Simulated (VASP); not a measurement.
# Si (a cell with a defect) in VASP: notebook

Runs on Si (a cell with a defect). Level: PBEsol. Tasks: single point.

All numbers are computed with VASP 6.6.1; they aren't measurements. Logs are shortened: lines on timing, memory, paths and dates and some standing lists are left out, and cuts for length are marked.

## (1) The crystal as given

The cell holds a defect, 17 atoms: a = 7.679 Å, b = 7.679 Å, c = 7.679 Å, α = 60.00°, β = 60.00°, γ = 60.00°.

The cell was built by a generator and needn't be a form met in nature.

## (2) Single point, PBEsol

File INCAR:

```
ALGO = Fast
EDIFF = 1E-7
ENCUT = 520
GGA = PS
ISIF = 2
ISMEAR = -1
LASPH = True
LCHARG = False
LREAL = Auto
LWAVE = False
NBANDS = 48
NELM = 100
PREC = Accurate
SIGMA = 0.05
```

File KPOINTS:

```
k-points
0
Gamma
  2 2 2
```

File POSCAR:

```
Si
1.0
    0.0000000000      5.4300000000      5.4300000000
    5.4300000000      0.0000000000      5.4300000000
    5.4300000000      5.4300000000      0.0000000000
Si
17
Direct
   -0.0165756906     -0.0170270718      0.0467399632
    0.1284517495      0.1276690608      0.1288121547
    0.0080463168      0.0069700737      0.5068564457
    0.1076118785      0.1071894107      0.6741905157
    0.0039828729      0.4995139963     -0.0069152855
    0.1285334254      0.6112225599      0.1286534991
    0.0081464088      0.4741981584      0.5066535912
    0.1352926335      0.6198097606      0.6212279926
    0.5002354512      0.0032199816     -0.0071212707
    0.6117439227      0.1280663904      0.1282792818
    0.4745746777      0.0075954880      0.5062676796
    0.6205567219      0.1345191529      0.6210633517
    0.5002489871      0.4997786372     -0.0071721915
    0.6304455801      0.6297048803      0.1061881215
    0.5059634438      0.5052453959      0.4795682320
    0.6204918969      0.6199576427      0.6210631676
    0.8522239411      0.8519784530      0.4396237569
```

Potentials or basis: VASP PAW PBE potentials, release 64 (Si).

Launch:

```bash
$ cat potpaw_PBE.64/Si/POTCAR > POTCAR
$ mpirun -np 1 vasp_std > vasp.out
```

OUTCAR:

```text
EDIFF = 1E-7
   ENCUT = 520
   GGA = PS
   ISIF = 2
   ISMEAR = -1
   LASPH = True
   LREAL = Auto
   NELM = 100
   PREC = Accurate

 ion  position               nearest neighbor table
   1  0.983  0.983  0.047-   4 2.34  10 2.35   6 2.35   2 2.35  17 2.46
   2  0.128  0.128  0.129-   9 2.33   5 2.33   1 2.35   3 2.37  17 3.01
   3  0.008  0.007  0.507-   4 2.32   2 2.37  17 2.40   8 2.43  12 2.43
   4  0.108  0.107  0.674-   7 2.32  11 2.32   3 2.32   1 2.34
   5  0.004  0.500  0.993-   8 2.33   6 2.33   2 2.33  14 2.34
   6  0.129  0.611  0.129-  13 2.33   5 2.33   1 2.35   7 2.37  17 3.01
   7  0.008  0.474  0.507-   4 2.32   6 2.37  17 2.40   8 2.43  16 2.43
   8  0.135  0.620  0.621-  15 2.33   5 2.33   3 2.43   7 2.43  17 2.55
   9  0.500  0.003  0.993-  12 2.33  10 2.33   2 2.33  14 2.34
  10  0.612  0.128  0.128-  13 2.33   9 2.33   1 2.35  11 2.37  17 3.01
  11  0.475  0.008  0.506-   4 2.32  10 2.37  17 2.40  16 2.43  12 2.43
  12  0.621  0.135  0.621-  15 2.33   9 2.33   3 2.43  11 2.43  17 2.55
  13  0.500  0.500  0.993-  16 2.33  10 2.33   6 2.33  14 2.34
  14  0.630  0.630  0.106-  15 2.34  13 2.34   9 2.34   5 2.34
  15  0.506  0.505  0.480-   8 2.33  12 2.33  16 2.33  14 2.34
  16  0.620  0.620  0.621-  15 2.33  13 2.33  11 2.43   7 2.43  17 2.55
  17  0.852  0.852  0.440-  11 2.40   7 2.40   3 2.40   1 2.46  16 2.55  12 2.55   8 2.55   6 3.01
                            10 3.01   2 3.01

  LATTYP: Found a face centered cubic cell.
 ALAT       =    10.8600000000

  Lattice vectors:

 A1 = (   0.0000000000,   5.4300000000,   5.4300000000)
 A2 = (   5.4300000000,   0.0000000000,   5.4300000000)
 A3 = (   5.4300000000,   5.4300000000,   0.0000000000)

Analysis of symmetry for initial positions (statically):
=====================================================================
 Subroutine PRICEL returns:
 Original cell was already a primitive cell.

 Routine SETGRP: Setting up the symmetry group for a
 face centered cubic supercell.

 Subroutine GETGRP returns: Found  1 space group operations
 (whereof  1 operations were pure point group operations)
 out of a pool of 48 trial point group operations.

The static configuration has the point symmetry C_1 .

Analysis of symmetry for dynamics (positions and initial velocities):
=====================================================================
 Subroutine PRICEL returns:
 Original cell was already a primitive cell.

 Routine SETGRP: Setting up the symmetry group for a
 face centered cubic supercell.

 Subroutine GETGRP returns: Found  1 space group operations
 (whereof  1 operations were pure point group operations)
 out of a pool of 48 trial point group operations.

The dynamic configuration has the point symmetry C_1 .

 Subroutine INISYM returns: Found  1 space group operations
 (whereof  1 operations are pure point group operations),
 and found     1 'primitive' translations

----------------------------------------------------------------------------------------

                                     Primitive cell

  volume of cell :     320.2060

  direct lattice vectors                    reciprocal lattice vectors
     0.000000000  5.430000000  5.430000000    -0.092081031  0.092081031  0.092081031
     5.430000000  0.000000000  5.430000000     0.092081031 -0.092081031  0.092081031
     5.430000000  5.430000000  0.000000000     0.092081031  0.092081031 -0.092081031

  length of vectors
     7.679179644  7.679179644  7.679179644     0.159489025  0.159489025  0.159489025

  position of ions in fractional coordinates (direct lattice)
     0.983424309  0.982972928  0.046739963
     0.128451750  0.127669061  0.128812155
     0.008046317  0.006970074  0.506856446
     0.107611879  0.107189411  0.674190516
     0.003982873  0.499513996  0.993084715
     0.128533425  0.611222560  0.128653499
[... 9 lines left out ...]
     0.620491897  0.619957643  0.621063168
     0.852223941  0.851978453  0.439623757

  ion indices of the primitive-cell ions
   primitive index   ion index
                 1           1
                 2           2
                 3           3
                 4           4
                 5           5
                 6           6
[... 9 lines left out ...]
                16          16
                17          17

----------------------------------------------------------------------------------------

 KPOINTS: k-points

Automatic generation of k-mesh.
 Grid dimensions read from file:
 generate k-points for:    2    2    2

 Generating k-lattice:

  Cartesian coordinates                     Fractional coordinates (reciprocal lattice)
    -0.046040516  0.046040516  0.046040516     0.500000000  0.000000000  0.000000000
     0.046040516 -0.046040516  0.046040516     0.000000000  0.500000000  0.000000000
     0.046040516  0.046040516 -0.046040516     0.000000000  0.000000000  0.500000000

  Length of vectors
     0.079744512  0.079744512  0.079744512

  Shift w.r.t. Gamma in fractional coordinates (k-lattice)
     0.000000000  0.000000000  0.000000000

 Subroutine IBZKPT returns following result:
 ===========================================

 Found      8 irreducible k-points:

 Following reciprocal coordinates:
            Coordinates               Weight
  0.000000  0.000000  0.000000      1.000000
  0.500000  0.000000  0.000000      1.000000
  0.000000  0.500000  0.000000      1.000000
  0.000000  0.000000  0.500000      1.000000
  0.500000  0.500000  0.500000      1.000000
  0.500000  0.500000  0.000000      1.000000
  0.000000  0.500000  0.500000      1.000000
  0.500000  0.000000  0.500000      1.000000
   k-points           NKPTS =      8   k-points in BZ     NKDIM =      8   number of bands    NBANDS=     48
   number of dos      NEDOS =    301   number of ions     NIONS =     17
   total plane-waves  NPLWV = 216000
   dimension x,y,z NGX =    60 NGY =   60 NGZ =   60
   dimension x,y,z NGXF=   120 NGYF=  120 NGZF=  120
   ions per type =              17
   NGX,Y,Z   is equivalent  to a cutoff of  12.99, 12.99, 12.99 a.u.
   NGXF,Y,Z  is equivalent  to a cutoff of  25.98, 25.98, 25.98 a.u.
 SYSTEM =  unknown system
   PREC   = accura    normal or accurate (medium, high low for compatibility)
   ISTART =      0    job   : 0-new  1-cont  2-samecut
   ICHARG =      2    charge: 1-file 2-atom 10-const
   ISPIN  =      1    spin polarized calculation?
   LNONCOLLINEAR =      F non collinear calculations
   LSORBIT =      F    spin-orbit coupling
   LASPH  =      T    aspherical Exc in radial PAW
   ENCUT  =  520.0 eV  38.22 Ry    6.18 a.u.  14.28 14.28 14.28*2*pi/ulx,y,z
   NELM   =    100;   NELMIN=  2; NELMDL= -5     # of ELM steps
   EDIFF  = 0.1E-06   stopping-criterion for ELM
   LREAL  =      T    real-space projection
   EDIFFG = 0.1E-05   stopping-criterion for IOM
   NSW    =      0    number of steps for IOM
   IBRION =     -1    ionic relax: 0-MD 1-quasi-New 2-CG
   NFREE  =      0    steps in history (QN), initial steepest desc. (CG)
   ISIF   =      2    stress and relaxation
   ISYM   =      2    0-nonsym 1-usesym 2-fastsym
   POTIM  = 0.5000    time-step for ionic-motion
   TEBEG  =    0.0;   TEEND  =   0.0 temperature during run
   PSTRESS=    0.0 pullay stress
   NELECT =      68.0000    total number of electrons
   NUPDOWN=      -1.0000    fix difference up-down
   EMIN   =  10.00;   EMAX   =-10.00  energy-range for DOS
   EFERMI =   0.00;   METHOD = LEGACY
   ISMEAR =    -1;   SIGMA  =   0.05  broadening in eV -4-tet -1-fermi 0-gaus
   EFERMI_NEDOS =   21; number of points for ismear=-14 and -15
   IALGO  =     68    algorithm
   IMIX   =      4    mixing-type and parameters
     AMIX     =   0.40;   BMIX     =  1.00
     AMIX_MAG =   1.60;   BMIX_MAG =  1.00
  volume/ion in A,a.u.               =      18.84       127.11
  Fermi-wavevector in a.u.,A,eV,Ry     =   0.976715  1.845724 12.979587  0.953973
  Thomas-Fermi vector in A             =   2.107356
   LORBIT       =      0    0 simple, 1 ext, 2 COOP (PROOUT), +10 PAW based schemes
   GGA     = PS    functional components
   LHFCALC =     F    Hartree Fock is set to
   AEXX    =    0.0000 exact exchange contribution
   IVDW    =     0    specifies the selected vdW correction
   LEPSILON=     F    determine dielectric tensor
   LRPA    =     F    only Hartree local field effects (RPA)
 non-spin polarized calculation
 RMM-DIIS sequential band-by-band and
  energy-cutoff  :      520.00
  volume of cell :      320.21
 maximum number of plane-waves:      8646
 NGX is ok and might be reduce to    60
   NGX = 29   NGY = 29   NGZ = 29

 number of electron      68.0000000 magnetization

 Free energy of the ion-electron system (eV)
  ---------------------------------------------------
  ext. energy  EPLUGINS =         0.00000000
  ---------------------------------------------------
  free energy    TOTEN  =       -93.79813359 eV

  energy without entropy =      -93.74395896  energy(sigma->0) =      -93.77104628

 E-fermi :   6.7462     XC(G=0):  -9.8148

 val. band max:        6.6535798468   @ k =   0.0000   0.0000   0.0000
 cond. band min:       6.7712685114   @ k =   0.5000   0.0000   0.5000
 fundamental gap:      0.1176886646
 Fermi energy:         6.7462185141

 k-point     1 :       0.0000    0.0000    0.0000
  band No.  band energies     occupation
      1      -6.3598      2.00000
      2      -3.8906      2.00000
      3      -3.6833      2.00000
      4      -3.6829      2.00000
      5      -3.5512      2.00000
      6      -2.8035      2.00000
[... 38 lines left out ...]
     45       8.1615      0.00000
     46       8.8280      0.00000

 k-point     2 :       0.5000    0.0000    0.0000
  band No.  band energies     occupation
      1      -5.9366      2.00000
      2      -5.0354      2.00000
      3      -3.6563      2.00000
      4      -3.5003      2.00000
      5      -3.3494      2.00000
      6      -3.0238      2.00000
[... 286 lines left out ...]
 k-point     8 :       0.5000    0.0000    0.5000
  band No.  band energies     occupation
      1      -5.8097      2.00000
      2      -4.7751      2.00000
      3      -4.0700      2.00000
      4      -3.9361      2.00000
      5      -3.8884      2.00000
      6      -3.6875      2.00000
[... 38 lines left out ...]
     45      10.0547      0.00000
     46      10.2616      0.00000
 [bands above 46 left out]

------------------------ aborting loop because EDIFF is reached ----------------------------------------

  FORCE on cell =-STRESS in cart. coord.  units (eV):
  Direction    XX          YY          ZZ          XY          YZ          ZX
  --------------------------------------------------------------------------------------
  -------------------------------------------------------------------------------------
  Total        6.1230259      6.1021550      6.1290507     -0.4586985      0.4429466      0.4398216
  in kB       30.6370678     30.5326382     30.6672132     -2.2951362      2.2163202      2.2006841
  external PRESSURE =      30.6123064 kB  Pullay stress =       0.0000000 kB

 VOLUME and BASIS-vectors are now :
 -----------------------------------------------------------------------------
  energy-cutoff  :      520.00
  volume of cell :      320.21
      direct lattice vectors                 reciprocal lattice vectors
     0.000000000  5.430000000  5.430000000    -0.092081031  0.092081031  0.092081031
     5.430000000  0.000000000  5.430000000     0.092081031 -0.092081031  0.092081031
     5.430000000  5.430000000  0.000000000     0.092081031  0.092081031 -0.092081031

 POSITION                                       TOTAL-FORCE (eV/Angst)
 -----------------------------------------------------------------------------------
      5.59134      5.59379     10.67754        -0.096996     -0.094215      0.098322
      1.39269      1.39694      1.39074         0.001196     -0.000188     -0.042478
      2.79008      2.79592      0.08154        -0.013778     -0.017517     -0.127037
      4.24289      4.24519      1.16637        -0.061267     -0.061839      0.058223
      8.10481      5.41408      2.73399         0.015382      0.038190     -0.016661
      4.01753      1.39653      4.01688         0.042954     -0.002535     -0.002982
[... 9 lines left out ...]
      6.73874      6.74164      6.73564         0.012512      0.014027     -0.053511
      7.01340      7.01473      9.25382        -0.194445     -0.193360      0.204882
 -----------------------------------------------------------------------------------
    total drift:                                0.000546     -0.000746      0.007465

  FREE ENERGIE OF THE ION-ELECTRON SYSTEM (eV)
  ---------------------------------------------------
  free  energy   TOTEN  =       -93.7981335916 eV

  energy  without entropy=      -93.7439589592  energy(sigma->0) =      -93.77104628
```

Wall time 3.4 min (1 thread of AMD EPYC 9R45 (Zen 5), shared host); peak memory 0.43 GiB.

Results:

* Free energy: -93.7981 eV
* Pressure: 3.1 GPa
* Largest force: 0.342 eV/Å
* Band gap on the k mesh: none (metal or under the smearing width)

Forces in eV/Å, atoms in the order of the input:
```
Si  -0.097 -0.094  0.098
Si   0.001  0.000 -0.042
Si  -0.014 -0.018 -0.127
Si  -0.061 -0.062  0.058
Si   0.015  0.038 -0.017
Si   0.043 -0.003 -0.003
Si   0.131 -0.013  0.013
Si   0.014  0.052 -0.018
Si   0.039  0.015 -0.017
Si  -0.002  0.045 -0.002
Si  -0.012  0.134  0.015
Si   0.053  0.012 -0.017
Si   0.016  0.017 -0.040
Si   0.028  0.029 -0.024
Si   0.027  0.027 -0.028
Si   0.013  0.014 -0.054
Si  -0.194 -0.193  0.205
```

Stress tensor (GPa, compression positive):
```
 3.06 -0.23  0.22
-0.23  3.05  0.22
 0.22  0.22  3.07
```

Levels at points of the mesh, in eV from the Fermi level:
```csv
k point,band 30,band 31,band 32,band 33,band 34,band 35,band 36,band 37,band 38,band 39
"(0.00, 0.00, 0.00)",-1.55,-0.82,-0.71,-0.71,-0.46,-0.09,-0.09,0.10,0.10,0.55
"(0.50, 0.00, 0.00)",-1.47,-1.37,-1.34,-1.09,-0.15,0.21,0.79,0.79,0.91,1.32
"(0.00, 0.50, 0.00)",-1.47,-1.37,-1.34,-1.08,-0.15,0.21,0.79,0.80,0.91,1.32
"(0.00, 0.00, 0.50)",-1.45,-1.45,-1.29,-1.29,-0.32,0.41,0.42,1.06,1.07,1.23
"(0.50, 0.50, 0.50)",-1.47,-1.37,-1.34,-1.08,-0.15,0.21,0.79,0.80,0.91,1.32
"(0.50, 0.50, 0.00)",-1.95,-1.90,-1.75,-0.86,0.03,0.54,1.14,1.28,1.29,1.91
"(0.00, 0.50, 0.50)",-1.95,-1.90,-1.75,-0.86,0.03,0.54,1.14,1.28,1.29,1.91
"(0.50, 0.00, 0.50)",-1.95,-1.90,-1.75,-0.86,0.03,0.54,1.15,1.28,1.28,1.91
```

Caveat: the k mesh is coarse (spacing up to 0.50 Å⁻¹), so the values aren't converged; the PAW data sets were made with another functional, which shifts forces and pressure a little.

[end of part 1 of 3]
